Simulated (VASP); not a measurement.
# Tc (P6_3/mmc) in VASP: notebook

The runs below take Tc through single point, with PBE.

Program: VASP 6.6.1. These are calculated values, not measurements. Logs are shortened: lines on timing, memory, paths and dates and some standing lists are left out, and cuts for length are marked.

## Step 1: The crystal as given

It takes space group P6_3/mmc (No. 194, hexagonal). Conventional cell: a = 2.740 Å, b = 2.740 Å, c = 4.398 Å, α = 90.00°, β = 90.00°, γ = 120.00°. Tc (site symmetry -6m2) has 12 Tc at 2.71 to 2.74 Å as nearest neighbours.

## Step 2: Single point, PBE

INCAR

```
SYSTEM = Tc
PREC     = Accurate       ! precision mode
ENCUT    = 450            ! plane-wave cutoff, eV
EDIFF    = 1E-6           ! SCF threshold, eV
ISMEAR   = 0              ! smearing method
SIGMA    = 0.05           ! smearing width, eV
LREAL    = .False.        ! projectors in reciprocal space
LASPH    = .True.         ! aspherical terms in the spheres
NELM     = 100            ! most SCF steps
ALGO     = Normal         ! electronic algorithm
ISIF     = 2              ! what is computed and relaxed
LWAVE    = .False.        ! write WAVECAR
LCHARG   = .False.        ! write CHGCAR
GGA      = PE             ! functional
ADDGRID  = .False.
```

KPOINTS

```
regular mesh
0
Gamma
  12 12 6
  0 0 0
```

POSCAR

```
Tc
1.0
    2.7400000000      0.0000000000      0.0000000000
   -1.3700000000      2.3729096064      0.0000000000
    0.0000000000      0.0000000000      4.3980000000
Tc
2
Direct
    0.6666666667      0.3333333333      0.7500000000
    0.3333333333      0.6666666667      0.2500000000
```

Potentials or basis: VASP PAW PBE potentials, release 64 (Tc_pv).

The run is started by

```sh
$ cat potpaw_PBE.64/Tc_pv/POTCAR > POTCAR
$ mpirun -np 1 vasp_std > vasp.out
```

OUTCAR:

```text
SYSTEM = Tc
   PREC = Accurate
   ENCUT = 450
   EDIFF = 1E-6
   ISMEAR = 0
   LREAL = .False.
   LASPH = .True.
   NELM = 100
   ISIF = 2
   GGA = PE

 Found     76 irreducible k-points:

 Following reciprocal coordinates:
            Coordinates               Weight
  0.000000  0.000000  0.000000      1.000000
  0.083333  0.000000  0.000000      6.000000
  0.166667 -0.000000  0.000000      6.000000
  0.250000 -0.000000  0.000000      6.000000
  0.333333 -0.000000  0.000000      6.000000
  0.416667  0.000000  0.000000      6.000000
   k-points           NKPTS =     76   k-points in BZ     NKDIM =     76   number of bands    NBANDS=     17
   number of dos      NEDOS =    301   number of ions     NIONS =      2
   total plane-waves  NPLWV =  12000
   dimension x,y,z NGX =    20 NGY =   20 NGZ =   30
   dimension x,y,z NGXF=    40 NGYF=   40 NGZF=   60
   ions per type =               2
   NGX,Y,Z   is equivalent  to a cutoff of  12.13, 12.13, 11.34 a.u.
   NGXF,Y,Z  is equivalent  to a cutoff of  24.27, 24.27, 22.68 a.u.
 SYSTEM =  Tc
   PREC   = accura    normal or accurate (medium, high low for compatibility)
   ISTART =      0    job   : 0-new  1-cont  2-samecut
   ICHARG =      2    charge: 1-file 2-atom 10-const
   ISPIN  =      1    spin polarized calculation?
   LNONCOLLINEAR =      F non collinear calculations
   LSORBIT =      F    spin-orbit coupling
   LASPH  =      T    aspherical Exc in radial PAW
   ENCUT  =  450.0 eV  33.07 Ry    5.75 a.u.   4.74  4.74  7.61*2*pi/ulx,y,z
   NELM   =    100;   NELMIN=  2; NELMDL= -5     # of ELM steps
   EDIFF  = 0.1E-05   stopping-criterion for ELM
   LREAL  =      F    real-space projection
   EDIFFG = 0.1E-04   stopping-criterion for IOM
   NSW    =      0    number of steps for IOM
   IBRION =     -1    ionic relax: 0-MD 1-quasi-New 2-CG
   NFREE  =      0    steps in history (QN), initial steepest desc. (CG)
   ISIF   =      2    stress and relaxation
   ISYM   =      2    0-nonsym 1-usesym 2-fastsym
   POTIM  = 0.5000    time-step for ionic-motion
   TEBEG  =    0.0;   TEEND  =   0.0 temperature during run
   PSTRESS=    0.0 pullay stress
   NELECT =      26.0000    total number of electrons
   NUPDOWN=      -1.0000    fix difference up-down
   EMIN   =  10.00;   EMAX   =-10.00  energy-range for DOS
   EFERMI =   0.00;   METHOD = LEGACY
   ISMEAR =     0;   SIGMA  =   0.05  broadening in eV -4-tet -1-fermi 0-gaus
   EFERMI_NEDOS =   21; number of points for ismear=-14 and -15
   IALGO  =     38    algorithm
   IMIX   =      4    mixing-type and parameters
     AMIX     =   0.40;   BMIX     =  1.00
     AMIX_MAG =   1.60;   BMIX_MAG =  1.00
  volume/ion in A,a.u.               =      14.30        96.48
  Fermi-wavevector in a.u.,A,eV,Ry     =   1.586002  2.997108 34.224109  2.515401
  Thomas-Fermi vector in A             =   2.685380
   LORBIT       =      0    0 simple, 1 ext, 2 COOP (PROOUT), +10 PAW based schemes
   GGA     = PE    functional components
   LHFCALC =     F    Hartree Fock is set to
   AEXX    =    0.0000 exact exchange contribution
   IVDW    =     0    specifies the selected vdW correction
   LEPSILON=     F    determine dielectric tensor
   LRPA    =     F    only Hartree local field effects (RPA)
 non-spin polarized calculation
 Gauss-broadening in eV      SIGMA  =   0.05
  energy-cutoff  :      450.00
  volume of cell :       28.59
 maximum number of plane-waves:       640
 NGX is ok and might be reduce to    20
   NGX =  9   NGY =  9   NGZ = 15

 number of electron      25.9999997 magnetization

 Free energy of the ion-electron system (eV)
  ---------------------------------------------------
  ext. energy  EPLUGINS =         0.00000000
  ---------------------------------------------------
  free energy    TOTEN  =       -20.69567274 eV

  energy without entropy =      -20.69272354  energy(sigma->0) =      -20.69419814

 E-fermi :  12.6536     XC(G=0): -13.8026

 val. band max:       12.6408588088   @ k =   0.1667   0.0833   0.1667
 cond. band min:      12.6778874060   @ k =   0.3333  -0.0000   0.5000
 fundamental gap:      0.0370285971
 Fermi energy:        12.6536371219

 k-point     1 :       0.0000    0.0000    0.0000
  band No.  band energies     occupation
      1     -26.7847      2.00000
      2     -25.6769      2.00000
      3     -25.6769      2.00000
      4     -25.4919      2.00000
      5     -25.4919      2.00000
      6     -25.4545      2.00000
[... 9 lines left out ...]
     16      14.3325      0.00000
     17      15.1987      0.00000

 k-point     2 :       0.0833    0.0000    0.0000
  band No.  band energies     occupation
      1     -26.7565      2.00000
      2     -25.7410      2.00000
      3     -25.6980      2.00000
      4     -25.5579      2.00000
      5     -25.5008      2.00000
      6     -25.4663      2.00000
[... 9 lines left out ...]
     16      13.1759      0.00000
     17      15.3074      0.00000

 k-point     3 :       0.1667   -0.0000    0.0000
  band No.  band energies     occupation
      1     -26.6765      2.00000
      2     -25.9159      2.00000
      3     -25.7529      2.00000
      4     -25.7347      2.00000
      5     -25.5265      2.00000
      6     -25.5025      2.00000
[... 9 lines left out ...]
     16      12.6385      1.33124
     17      15.5347      0.00000

 k-point     4 :       0.2500   -0.0000    0.0000
  band No.  band energies     occupation
      1     -26.5544      2.00000
      2     -26.1533      2.00000
      3     -25.9663      2.00000
      4     -25.8245      2.00000
      5     -25.5642      2.00000
      6     -25.5630      2.00000
[... 9 lines left out ...]
     16      13.5498      0.00000
     17      15.7449      0.00000

 k-point     5 :       0.3333   -0.0000    0.0000
  band No.  band energies     occupation
      1     -26.4101      2.00000
      2     -26.3892      2.00000
      3     -26.1888      2.00000
      4     -25.8936      2.00000
      5     -25.6454      2.00000
      6     -25.6039      2.00000
[... 9 lines left out ...]
     16      14.6185      0.00000
     17      15.8858      0.00000

 k-point     6 :       0.4167    0.0000    0.0000
  band No.  band energies     occupation
      1     -26.5600      2.00000
      2     -26.3458      2.00000
      3     -26.2751      2.00000
      4     -25.9426      2.00000
      5     -25.7349      2.00000
      6     -25.6338      2.00000
[... 9 lines left out ...]
     16      15.9593      0.00000
     17      16.3450      0.00000

 [... further k-points ...]
[... 5 lines left out ...]
  --------------------------------------------------------------------------------------
  -------------------------------------------------------------------------------------
  Total        0.2980759      0.2980759      0.2501529      0.0000000      0.0000000      0.0000000
  in kB       16.7013058     16.7013058     14.0161621      0.0000000      0.0000000      0.0000000
  external PRESSURE =      15.8062579 kB  Pullay stress =       0.0000000 kB

 VOLUME and BASIS-vectors are now :
 -----------------------------------------------------------------------------
  energy-cutoff  :      450.00
  volume of cell :       28.59
      direct lattice vectors                 reciprocal lattice vectors
     2.740000000  0.000000000  0.000000000     0.364963504  0.210711777  0.000000000
    -1.370000000  2.372909606  0.000000000     0.000000000  0.421423554  0.000000000
     0.000000000  0.000000000  4.398000000     0.000000000  0.000000000  0.227376080

 POSITION                                       TOTAL-FORCE (eV/Angst)
 -----------------------------------------------------------------------------------
      1.37000      0.79097      3.29850         0.000000      0.000000      0.000000
     -0.00000      1.58194      1.09950        -0.000000     -0.000000      0.000000
 -----------------------------------------------------------------------------------
    total drift:                               -0.000000      0.000000     -0.000000

  FREE ENERGIE OF THE ION-ELECTRON SYSTEM (eV)
  ---------------------------------------------------
  free  energy   TOTEN  =       -20.6956727413 eV

  energy  without entropy=      -20.6927235413  energy(sigma->0) =      -20.69419814
```

OSZICAR:

```text
N       E                     dE             d eps       ncg     rms          rms(c)
DAV:   1     0.292800050120E+03    0.29280E+03   -0.15620E+04  2608   0.144E+03
DAV:   2    -0.148985520107E+02   -0.30770E+03   -0.30455E+03  2893   0.433E+02
DAV:   3    -0.220815006277E+02   -0.71829E+01   -0.70318E+01  3101   0.772E+01
DAV:   4    -0.221416442767E+02   -0.60144E-01   -0.59391E-01  2837   0.712E+00
DAV:   5    -0.221421162549E+02   -0.47198E-03   -0.47196E-03  2857   0.626E-01    0.236E+01
DAV:   6    -0.208522756163E+02    0.12898E+01   -0.31463E+00  2752   0.176E+01    0.731E+00
DAV:   7    -0.207051189983E+02    0.14716E+00   -0.56561E-01  2934   0.673E+00    0.920E-01
DAV:   8    -0.206955723532E+02    0.95466E-02   -0.10025E-02  2653   0.104E+00    0.680E-02
DAV:   9    -0.206956761082E+02   -0.10375E-03   -0.19265E-04  3040   0.126E-01    0.182E-02
DAV:  10    -0.206956734289E+02    0.26793E-05   -0.11802E-05  2760   0.312E-02    0.109E-02
DAV:  11    -0.206956727413E+02    0.68757E-06   -0.21281E-06  1477   0.151E-02
   1 F= -.20695673E+02 E0= -.20694198E+02  d E =-.294920E-02
```

stdout:

```text
POSCAR found type information on POSCAR Tc
 POSCAR found :  1 types and       2 ions
 scaLAPACK will be used
 LDA part: xc-table for (Slater+PW92), standard interpolation
 POSCAR, INCAR and KPOINTS ok, starting setup
 FFT: planning ... GRIDC
 FFT: planning ... GRID_SOFT
 FFT: planning ... GRID
 WAVECAR not read
 entering main loop
```

Run time: 28 s. Hardware: 1 thread of AMD EPYC 7R43 (Zen 3), shared host; peak memory 0.11 GiB.

The run converged, but some of its settings lie outside the range that counts as converged, so its numbers aren't taken as properties of the crystal.

Results:

* Free energy: -20.6957 eV
* Pressure: 1.6 GPa
* Band gap on the k mesh: none (metal or under the smearing width)

## Step 3: Single point, PBE

INCAR: that of step 2 with these lines changed.

```diff
@@ -5,3 +5,3 @@
 ISMEAR   = 0              ! smearing method
-SIGMA    = 0.05           ! smearing width, eV
+SIGMA    = 0.02           ! smearing width, eV
 LREAL    = .False.        ! projectors in reciprocal space
```

KPOINTS is that of step 2.

POSCAR is that of step 2.

Potentials or basis: VASP PAW PBE potentials, release 64 (Tc_pv).

The run is started by

```sh
$ cat potpaw_PBE.64/Tc_pv/POTCAR > POTCAR
$ mpirun -np 1 vasp_std > vasp.out
```

Wall time 36 s (1 thread of AMD EPYC 7R43 (Zen 3), shared host); peak memory 0.11 GiB.

The run converged, but some of its settings lie outside the range that counts as converged, so its numbers aren't taken as properties of the crystal.

What came out:

* Free energy: -20.6943 eV
* Pressure: 1.6 GPa
* Band gap on the k mesh: none (metal or under the smearing width)

## Step 4: Single point, PBE

INCAR: that of step 3 with these lines changed.

```diff
@@ -4,4 +4,4 @@
 EDIFF    = 1E-6           ! SCF threshold, eV
-ISMEAR   = 0              ! smearing method
-SIGMA    = 0.02           ! smearing width, eV
+ISMEAR   = -5             ! smearing method
+SIGMA    = 0.1            ! smearing width, eV
 LREAL    = .False.        ! projectors in reciprocal space
```

KPOINTS is that of step 3.

POSCAR is that of step 3.

The run is started by

```sh
$ cat potpaw_PBE.64/Tc_pv/POTCAR > POTCAR
$ mpirun -np 1 vasp_std > vasp.out
```

Run time: 35 s. Hardware: 1 thread of AMD EPYC 7R43 (Zen 3), shared host; peak memory 0.11 GiB.

These settings aren't checked as converged: the numbers below hold their error.

What came out:

```yaml
Free_energy: -20.6896 eV
Pressure: 1.8 GPa
Band_gap_on_the_k_mesh: none (metal or under the smearing width)
```

Caveat: tetrahedron occupations give inexact forces and stress in metals.

## Step 5: Single point, PBE

INCAR: that of step 4 with these lines changed.

```diff
@@ -4,3 +4,3 @@
 EDIFF    = 1E-6           ! SCF threshold, eV
-ISMEAR   = -5             ! smearing method
+ISMEAR   = 1              ! smearing method
 SIGMA    = 0.1            ! smearing width, eV
```

KPOINTS is that of step 4.

POSCAR is that of step 4.

The run is started by

```sh
$ cat potpaw_PBE.64/Tc_pv/POTCAR > POTCAR
$ mpirun -np 1 vasp_std > vasp.out
```

It took 40 s on 1 thread of AMD EPYC 7R43 (Zen 3), shared host; peak memory 0.12 GiB.

The run converged, but some of its settings lie outside the range that counts as converged, so its numbers aren't taken as properties of the crystal.

What came out:

```yaml
Free_energy: -20.6947 eV
Pressure: 1.5 GPa
Band_gap_on_the_k_mesh: none (metal or under the smearing width)
```

## Step 6: The reference run

An earlier run on the cell as given: functional PBE; potentials or basis VASP PAW PBE potentials, release 64 (Tc_pv); cutoff 520 eV; k mesh 11 × 11 × 6; occupations fermi-dirac, width 0.05 eV; no spin polarisation.

- Pressure: 2.3 GPa
- Band gap on the k mesh: none (metal or under the smearing width)
